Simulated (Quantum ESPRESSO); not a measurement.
# Sn (Fd-3m) in Quantum ESPRESSO: settings compared

The runs below take Sn through band structure, single point, equation of state, with PBEsol, LDA.

Program: Quantum ESPRESSO 7.5. These are calculated values, not measurements. Logs are shortened: lines on timing, memory, paths and dates and some standing lists are left out, and cuts for length are marked.

## 1. The structure

Symmetry: Fd-3m, No. 227, cubic system. Conventional cell: a = 6.467 Å, b = 6.467 Å, c = 6.467 Å, α = 90.00°, β = 90.00°, γ = 90.00°. Sn (site symmetry -43m) is surrounded by 4 Sn at 2.80 Å.

This isn't the form of Sn at room conditions, which is tetragonal (white tin).

## 2. Band structure, PBEsol

pw.in

```
&CONTROL
  calculation = 'scf'
  prefix = 'pwscf'
  outdir = './tmp'
  pseudo_dir = './pseudo'
  tprnfor = .true.
  tstress = .true.
  disk_io = 'low'
/
&SYSTEM
  ibrav = 0
  nat = 2
  ntyp = 1
  ecutwfc = 68
  ecutrho = 544
  nbnd = 21
  occupations = 'smearing'
  smearing = 'fd'
  degauss = 0.00367493
/
&ELECTRONS
  conv_thr = 4d-10
  electron_maxstep = 120
  mixing_beta = 0.5
/
ATOMIC_SPECIES
Sn   118.7100 sn_pbesol_v1.4.uspp.F.UPF
CELL_PARAMETERS angstrom
   0.0000000000    3.2333428000    3.2333428000
   3.2333428000    0.0000000000    3.2333428000
   3.2333428000    3.2333428000    0.0000000000
ATOMIC_POSITIONS crystal
Sn     0.7500000000    0.7500000000    0.7500000000
Sn     0.5000000000    0.5000000000    0.5000000000
K_POINTS automatic
7 7 7 0 0 0
```

bands.in

```
&CONTROL
  calculation = 'bands'
  prefix = 'pwscf'
  outdir = './tmp'
  pseudo_dir = './pseudo'
  disk_io = 'low'
  verbosity = 'high'
/
&SYSTEM
  ibrav = 0
  nat = 2
  ntyp = 1
  ecutwfc = 68
  ecutrho = 544
  nbnd = 21
  occupations = 'smearing'
  smearing = 'fd'
  degauss = 0.00367493
/
&ELECTRONS
  conv_thr = 1d-08
  electron_maxstep = 120
  mixing_beta = 0.5
  diago_full_acc = .true.
  startingwfc = 'random'
/
ATOMIC_SPECIES
Sn   118.7100 sn_pbesol_v1.4.uspp.F.UPF
CELL_PARAMETERS angstrom
   0.0000000000    3.2333428000    3.2333428000
   3.2333428000    0.0000000000    3.2333428000
   3.2333428000    3.2333428000    0.0000000000
ATOMIC_POSITIONS crystal
Sn     0.7500000000    0.7500000000    0.7500000000
Sn     0.5000000000    0.5000000000    0.5000000000
K_POINTS crystal
60
 0.0000000000  0.0000000000  0.0000000000 1
 0.0625000000  0.0000000000  0.0625000000 1
 0.1250000000  0.0000000000  0.1250000000 1
 0.1875000000  0.0000000000  0.1875000000 1
 0.2500000000  0.0000000000  0.2500000000 1
 0.3125000000  0.0000000000  0.3125000000 1
 0.3750000000  0.0000000000  0.3750000000 1
 0.4375000000  0.0000000000  0.4375000000 1
 0.5000000000  0.0000000000  0.5000000000 1
 0.5000000000  0.0625000000  0.5625000000 1
 0.5000000000  0.1250000000  0.6250000000 1
 0.5000000000  0.1875000000  0.6875000000 1
 0.5000000000  0.2500000000  0.7500000000 1
 0.4375000000  0.3125000000  0.7500000000 1
 0.3750000000  0.3750000000  0.7500000000 1
 0.3375000000  0.3375000000  0.6750000000 1
 0.3000000000  0.3000000000  0.6000000000 1
 0.2625000000  0.2625000000  0.5250000000 1
 0.2250000000  0.2250000000  0.4500000000 1
 0.1875000000  0.1875000000  0.3750000000 1
 0.1500000000  0.1500000000  0.3000000000 1
 0.1125000000  0.1125000000  0.2250000000 1
 0.0750000000  0.0750000000  0.1500000000 1
 0.0375000000  0.0375000000  0.0750000000 1
 0.0000000000  0.0000000000  0.0000000000 1
 0.0625000000  0.0625000000  0.0625000000 1
 0.1250000000  0.1250000000  0.1250000000 1
 0.1875000000  0.1875000000  0.1875000000 1
 0.2500000000  0.2500000000  0.2500000000 1
 0.3125000000  0.3125000000  0.3125000000 1
 0.3750000000  0.3750000000  0.3750000000 1
 0.4375000000  0.4375000000  0.4375000000 1
 0.5000000000  0.5000000000  0.5000000000 1
 0.5250000000  0.4500000000  0.5250000000 1
 0.5500000000  0.4000000000  0.5500000000 1
 0.5750000000  0.3500000000  0.5750000000 1
 0.6000000000  0.3000000000  0.6000000000 1
 0.6250000000  0.2500000000  0.6250000000 1
 0.5833333333  0.2500000000  0.6666666667 1
 0.5416666667  0.2500000000  0.7083333333 1
 0.5000000000  0.2500000000  0.7500000000 1
 0.5000000000  0.2857142857  0.7142857143 1
 0.5000000000  0.3214285714  0.6785714286 1
 0.5000000000  0.3571428571  0.6428571429 1
 0.5000000000  0.3928571429  0.6071428571 1
 0.5000000000  0.4285714286  0.5714285714 1
 0.5000000000  0.4642857143  0.5357142857 1
 0.5000000000  0.5000000000  0.5000000000 1
 0.4821428571  0.4821428571  0.5357142857 1
 0.4642857143  0.4642857143  0.5714285714 1
 0.4464285714  0.4464285714  0.6071428571 1
 0.4285714286  0.4285714286  0.6428571429 1
 0.4107142857  0.4107142857  0.6785714286 1
 0.3928571429  0.3928571429  0.7142857143 1
 0.3750000000  0.3750000000  0.7500000000 1
 0.6250000000  0.2500000000  0.6250000000 1
 0.5937500000  0.1875000000  0.5937500000 1
 0.5625000000  0.1250000000  0.5625000000 1
 0.5312500000  0.0625000000  0.5312500000 1
 0.5000000000  0.0000000000  0.5000000000 1
```

Potentials or basis: GBRV 1.5 PBEsol.

On the command line:

```bash
$ OMP_NUM_THREADS=1 mpirun -n 2 pw.x -nk 2 -in pw.in > pw.out
$ OMP_NUM_THREADS=1 mpirun -n 2 pw.x -nk 2 -in bands.in > bands.out
```

pw.out:

```text
This program is part of the open-source Quantum ESPRESSO suite
     for quantum simulation of materials; please cite
         "P. Giannozzi et al., J. Phys.:Condens. Matter 21 395502 (2009);
         "P. Giannozzi et al., J. Phys.:Condens. Matter 29 465901 (2017);
         "P. Giannozzi et al., J. Chem. Phys. 152 154105 (2020);
     in publications or presentations arising from this work. More details at

     Message from routine setup:
     using ibrav=0 with symmetry is DISCOURAGED, use correct ibrav instead

     K-points division:     npool     =       2
     Subspace diagonalization in iterative solution of the eigenvalue problem:
     a serial algorithm will be used

     G-vector sticks info
     --------------------
     sticks:   dense  smooth     PW     G-vecs:    dense   smooth      PW
     Sum        2791    1393    409                97733    34621    5329

     Using Slab Decomposition

     bravais-lattice index     =            0
     lattice parameter (alat)  =       8.6410  a.u.
     unit-cell volume          =     456.2279 (a.u.)^3
     number of atoms/cell      =            2
     number of atomic types    =            1
     number of electrons       =        28.00
     number of Kohn-Sham states=           21
     kinetic-energy cutoff     =      68.0000  Ry
     charge density cutoff     =     544.0000  Ry
     scf convergence threshold =      4.0E-10
     mixing beta               =       0.5000
     number of iterations used =            8  plain     mixing
     Exchange-correlation= SLA  PW   PSX  PSC
                           (   1   4  10   8   0   0   0)

     celldm(1)=   8.641032  celldm(2)=   0.000000  celldm(3)=   0.000000
     celldm(4)=   0.000000  celldm(5)=   0.000000  celldm(6)=   0.000000

     crystal axes: (cart. coord. in units of alat)
               a(1) = (   0.000000   0.707107   0.707107 )
               a(2) = (   0.707107   0.000000   0.707107 )
               a(3) = (   0.707107   0.707107   0.000000 )

     reciprocal axes: (cart. coord. in units 2 pi/alat)
               b(1) = ( -0.707107  0.707107  0.707107 )
               b(2) = (  0.707107 -0.707107  0.707107 )
               b(3) = (  0.707107  0.707107 -0.707107 )

     PseudoPot. # 1 for Sn read from file:
     sn_pbesol_v1.4.uspp.F.UPF
     Pseudo is Ultrasoft + core correction, Zval = 14.0
     Generated by new atomic code, or converted to UPF format
     Using radial grid of  891 points,  6 beta functions with:
                l(1) =   0
                l(2) =   0
                l(3) =   1
                l(4) =   1
                l(5) =   2
                l(6) =   2
     Q(r) pseudized with  8 coefficients,  rinner =    1.350   1.350   1.350
                                                       1.350   1.350

     atomic species   valence    mass     pseudopotential
     Sn               14.00   118.71000     Sn( 1.00)

     48 Sym. Ops., with inversion, found (24 have fractional translation)

   Cartesian axes

     site n.     atom                  positions (alat units)
         1        Sn     tau(   1) = (   1.0606602   1.0606602   1.0606602  )
         2        Sn     tau(   2) = (   0.7071068   0.7071068   0.7071068  )

     number of k points=    20  Fermi-Dirac smearing, width (Ry)=  0.0037
                       cart. coord. in units 2pi/alat
        k(    1) = (   0.0000000   0.0000000   0.0000000), wk =   0.0058309
        k(    2) = (   0.1010153   0.1010153  -0.1010153), wk =   0.0466472
        k(    3) = (   0.2020305   0.2020305  -0.2020305), wk =   0.0466472
        k(    4) = (   0.3030458   0.3030458  -0.3030458), wk =   0.0466472
        k(    5) = (   0.2020305  -0.0000000   0.0000000), wk =   0.0349854
        k(    6) = (   0.3030458   0.1010153  -0.1010153), wk =   0.1399417
[... 12 lines left out ...]
        k(   19) = (  -0.1010153  -0.5050763   0.7071068), wk =   0.1399417
        k(   20) = (   0.0000000  -0.4040610   0.6060915), wk =   0.1399417

     Dense  grid:    97733 G-vectors     FFT dimensions: (  72,  72,  72)

[... 50 lines left out ...]
    11.9319  12.6588  14.9447  16.2441  16.7398

          k =-0.2020-0.4041 0.4041 (  4340 PWs)   bands (ev):

   -13.8846 -13.8712 -13.7715 -13.6904 -13.6819 -13.5298 -13.5286 -13.5010
   -13.3786 -13.3668  -1.0583   1.4734   5.3840   6.4592   8.9675  10.9558
    11.6208  13.9285  15.1969  15.7176  15.8560

          k =-0.1010-0.3030 0.3030 (  4315 PWs)   bands (ev):

   -13.8734 -13.8701 -13.7837 -13.7125 -13.6851 -13.5318 -13.5043 -13.4865
   -13.3824 -13.3784  -1.6853   2.5778   5.4811   6.9114   9.0766  11.2068
    11.2255  12.7478  14.3293  14.9836  17.0065

          k =-0.0000-0.2020 0.2020 (  4345 PWs)   bands (ev):

   -13.8586 -13.8515 -13.8112 -13.7336 -13.7142 -13.5079 -13.4895 -13.4460
   -13.4126 -13.3904  -2.3446   4.2085   6.1845   7.4696   9.1040  10.5898
    10.7350  11.9282  14.0222  14.7584  14.9494

          k = 0.4041-0.0000 0.0000 (  4316 PWs)   bands (ev):

   -13.8614 -13.8614 -13.8246 -13.7023 -13.6451 -13.6037 -13.4968 -13.4222
   -13.3956 -13.3956  -1.8118   3.1347   5.9783   5.9783   8.6126   9.8074
    13.1939  13.1939  13.9865  16.4066  16.7515

          k = 0.5051 0.1010-0.1010 (  4315 PWs)   bands (ev):

   -13.8839 -13.8717 -13.7874 -13.6711 -13.6374 -13.6120 -13.5292 -13.4654
   -13.3794 -13.3662  -1.1424   1.9633   5.2099   5.7308   8.8809   9.9780
    12.9729  13.6250  16.2777  16.8745  17.4454

          k =-0.1010-0.5051 0.5051 (  4321 PWs)   bands (ev):

   -13.9014 -13.8783 -13.7489 -13.6431 -13.6324 -13.6126 -13.5620 -13.5065
   -13.3693 -13.3467  -0.5173   1.1247   4.4962   5.8602   9.0080  11.7126
    12.6847  13.1965  14.9949  16.0211  17.5485

          k = 0.0000-0.4041 0.4041 (  4309 PWs)   bands (ev):

   -13.8976 -13.8786 -13.7476 -13.6785 -13.6466 -13.5651 -13.5558 -13.5122
   -13.3686 -13.3527  -0.9797   1.6987   4.4662   6.3264   9.2742  12.3305
    12.3493  12.5813  14.5041  14.5705  17.9003

          k = 0.6061-0.0000 0.0000 (  4308 PWs)   bands (ev):

   -13.8777 -13.8777 -13.7772 -13.6990 -13.6355 -13.5622 -13.5557 -13.4755
   -13.3700 -13.3700  -0.5359   1.1510   5.4024   5.4024   8.4341   8.8831
    15.1463  15.1463  16.1178  17.8291  17.9312

          k =-0.0000-0.6061 0.6061 (  4314 PWs)   bands (ev):

   -13.8927 -13.8803 -13.7404 -13.7064 -13.6045 -13.5951 -13.5462 -13.5137
   -13.3661 -13.3541   0.1423   0.4221   4.8126   5.4504   8.6801   9.6333
    14.6104  14.8535  15.7929  16.8998  18.1210

          k = 0.4041 0.2020 0.0000 (  4316 PWs)   bands (ev):

   -13.8758 -13.8741 -13.7866 -13.7006 -13.6558 -13.5829 -13.5035 -13.4734
   -13.3790 -13.3755  -1.5916   2.6355   5.2344   6.2587   9.9511  10.1041
    11.6277  12.9535  14.8428  16.1090  16.8185

          k =-0.2020-0.4041 0.6061 (  4325 PWs)   bands (ev):

   -13.8954 -13.8806 -13.7495 -13.6733 -13.6406 -13.5922 -13.5388 -13.5103
   -13.3680 -13.3539  -0.8528   1.4965   4.7178   5.8537   9.9437  10.7825
    12.1572  13.3430  14.8089  16.2569  16.9259

          k =-0.1010-0.5051 0.7071 (  4304 PWs)   bands (ev):

   -13.8910 -13.8886 -13.7416 -13.6692 -13.6381 -13.5795 -13.5654 -13.5113
   -13.3589 -13.3568  -0.4107   1.0597   4.8558   5.1937   9.6738   9.9233
    12.7416  14.4413  16.0672  16.8516  18.1445

          k = 0.0000-0.4041 0.6061 (  4318 PWs)   bands (ev):

   -13.9026 -13.8895 -13.7168 -13.6466 -13.6273 -13.5939 -13.5879 -13.5333
   -13.3574 -13.3446  -0.1295   0.7723   4.4334   5.2630  10.0132  11.7620
    12.3572  12.3600  15.5773  16.5799  18.3549

     the Fermi energy is     7.7723 ev

!    total energy              =    -317.83509547 Ry
     estimated scf accuracy    <          8.8E-11 Ry
     smearing contrib. (-TS)   =      -0.00014450 Ry
     internal energy E=F+TS    =    -317.83495097 Ry

     The total energy is F=E-TS. E is the sum of the following terms:
     one-electron contribution =    -154.38938292 Ry
     hartree contribution      =      94.48474129 Ry
     xc contribution           =     -85.13332974 Ry
     ewald contribution        =    -172.79697961 Ry

     convergence has been achieved in  14 iterations

     Forces acting on atoms (cartesian axes, Ry/au):

     atom    1 type  1   force =     0.00000000    0.00000000    0.00000000
     atom    2 type  1   force =     0.00000000    0.00000000    0.00000000

     Total force =     0.000000     Total SCF correction =     0.000000

     Computing stress (Cartesian axis) and pressure

          total   stress  (Ry/bohr**3)                   (kbar)     P=       12.89
   0.00008764  -0.00000000  -0.00000000           12.89       -0.00       -0.00
  -0.00000000   0.00008764  -0.00000000           -0.00       12.89       -0.00
  -0.00000000  -0.00000000   0.00008764           -0.00       -0.00       12.89

=------------------------------------------------------------------------------=
   JOB DONE.
=------------------------------------------------------------------------------=
```

Wall time 76 s (2 MPI ranks of Arm Neoverse V2, shared host); peak memory 0.5 GiB.

Results:

```yaml
Free_energy: -4324.3668 eV
Pressure: 1.3 GPa
Band_gap_on_the_k_mesh: none (metal or under the smearing width)
```

Levels at the corners of the path, in eV from the Fermi level:
```tsv
point	band 10	band 11	band 12	band 13	band 14	band 15	band 16	band 17	band 18	band 19
Γ	-21.21	-10.64	-0.56	0.15	0.15	0.15	2.21	2.21	2.21	4.95
X	-21.14	-7.51	-7.51	-2.44	-2.44	0.81	0.81	7.85	7.85	9.39
W	-21.12	-7.45	-7.45	-3.05	-3.05	3.49	3.49	4.05	4.05	9.17
K	-21.12	-7.92	-7.02	-3.38	-2.08	1.10	3.41	5.84	6.11	6.82
Γ	-21.21	-10.64	-0.56	0.15	0.15	0.15	2.21	2.21	2.21	4.95
L	-21.16	-8.99	-6.30	-1.07	-1.07	0.02	3.28	3.28	5.60	8.53
U	-21.12	-7.92	-7.02	-3.38	-2.08	1.10	3.41	5.84	6.11	6.82
W	-21.12	-7.45	-7.45	-3.05	-3.05	3.49	3.49	4.05	4.05	9.17
L	-21.16	-8.99	-6.30	-1.07	-1.07	0.02	3.28	3.28	5.60	8.53
K	-21.12	-7.92	-7.02	-3.38	-2.08	1.10	3.41	5.84	6.11	6.82
U	-21.12	-7.92	-7.02	-3.38	-2.08	1.10	3.41	5.84	6.11	6.82
X	-21.14	-7.51	-7.51	-2.44	-2.44	0.81	0.81	7.85	7.85	9.39
```

Caveat: spin-orbit coupling is left out, which moves the levels of the heavy elements.

## 3. Single point, LDA, 31.77 Å³/atom

pw.in, as its differences from that of step 2:

```diff
@@ -7,3 +7,3 @@
   tstress = .true.
-  disk_io = 'low'
+  disk_io = 'nowf'
 /
@@ -26,7 +26,7 @@
 ATOMIC_SPECIES
-Sn   118.7100 sn_pbesol_v1.4.uspp.F.UPF
+Sn   118.7100 sn_lda_v1.4.uspp.F.UPF
 CELL_PARAMETERS angstrom
-   0.0000000000    3.2333428000    3.2333428000
-   3.2333428000    0.0000000000    3.2333428000
-   3.2333428000    3.2333428000    0.0000000000
+   0.0000000000    3.1673376916    3.1673376916
+   3.1673376916    0.0000000000    3.1673376916
+   3.1673376916    3.1673376916    0.0000000000
 ATOMIC_POSITIONS crystal
```

Potentials or basis: GBRV 1.5 LDA.

On the command line:

```bash
$ OMP_NUM_THREADS=1 mpirun -n 2 pw.x -nk 2 -in pw.in > pw.out
```

It took 22 s on 2 MPI ranks of Arm Neoverse V2, shared host; peak memory 0.46 GiB.

Results (log left out):

- Free energy: -4323.9067 eV
- Pressure: 3.2 GPa
- Band gap on the k mesh: none (metal or under the smearing width)

[end of part 1 of 2]
